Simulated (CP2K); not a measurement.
The system is NbAs.

```
Nb As
1.0
     3.45170    0.00000    0.00000
     0.00000    3.45170    0.00000
    -1.72585   -1.72585    5.84000
Nb As
2 2
Direct
  0.00000 0.50000 0.00000
  0.25000 0.25000 0.50000
  0.58400 0.08400 0.16800
  0.83400 0.83400 0.66800
```

Base run:

* Program: CP2K 2026.2
* Functional: PBE
* Potentials or basis: GTH_POTENTIALS Nb GTH-PADE-q13, As GTH-PADE-q5; DZVP-MOLOPT-SR-GTH basis
* Density cutoff: 6123 eV
* k mesh: 8 × 8 × 8
* Occupations: fermi-dirac, width 0.05 eV
* Spin: no spin polarisation

Its results: band gap on the k mesh none (metal or under the smearing width); pressure -4.4 GPa; largest force 0.271 eV/Å.

Problem. After a change of settings the same cell gave: band gap on the k mesh none (metal or under the smearing width); pressure 2.3 GPa; largest force 0.285 eV/Å. Which change was it?
A. potentials or basis from GTH_POTENTIALS Nb GTH-PADE-q13, As GTH-PADE-q5; DZVP-MOLOPT-SR-GTH basis to GTH_POTENTIALS Nb GTH-PBE-q13, As GTH-BLYP-q5; DZVP-MOLOPT-SR-GTH basis; potentials from Nb GTH-PADE-q13 of GTH_POTENTIALS, As GTH-PADE-q5 of GTH_POTENTIALS to Nb GTH-PBE-q13 of GTH_POTENTIALS, As GTH-BLYP-q5 of GTH_POTENTIALS
B. potentials or basis from GTH_POTENTIALS Nb GTH-PADE-q13, As GTH-PADE-q5; DZVP-MOLOPT-SR-GTH basis to POTENTIAL_UZH Nb GTH-SCAN-q13, As GTH-SCAN-q5; DZVP-MOLOPT-SR-GTH basis; potentials from Nb GTH-PADE-q13 of GTH_POTENTIALS, As GTH-PADE-q5 of GTH_POTENTIALS to Nb GTH-SCAN-q13 of POTENTIAL_UZH, As GTH-SCAN-q5 of POTENTIAL_UZH
C. potentials or basis from GTH_POTENTIALS Nb GTH-PADE-q13, As GTH-PADE-q5; DZVP-MOLOPT-SR-GTH basis to POTENTIAL_UZH Nb GTH-PBE0-q13, As GTH-PBE0-q5; DZVP-MOLOPT-SR-GTH basis; potentials from Nb GTH-PADE-q13 of GTH_POTENTIALS, As GTH-PADE-q5 of GTH_POTENTIALS to Nb GTH-PBE0-q13 of POTENTIAL_UZH, As GTH-PBE0-q5 of POTENTIAL_UZH
D. potentials or basis from GTH_POTENTIALS Nb GTH-PADE-q13, As GTH-PADE-q5; DZVP-MOLOPT-SR-GTH basis to GTH_POTENTIALS Nb GTH-PBE-q13, As GTH-PBE-q5; DZVP-MOLOPT-SR-GTH basis; potentials from Nb GTH-PADE-q13 of GTH_POTENTIALS, As GTH-PADE-q5 of GTH_POTENTIALS to Nb GTH-PBE-q13 of GTH_POTENTIALS, As GTH-PBE-q5 of GTH_POTENTIALS

Solution. B.

Caveats: the potentials were made for another functional, which shifts forces and pressure; the basis of atomic orbitals isn't converged, which shifts pressures, moduli and gaps.
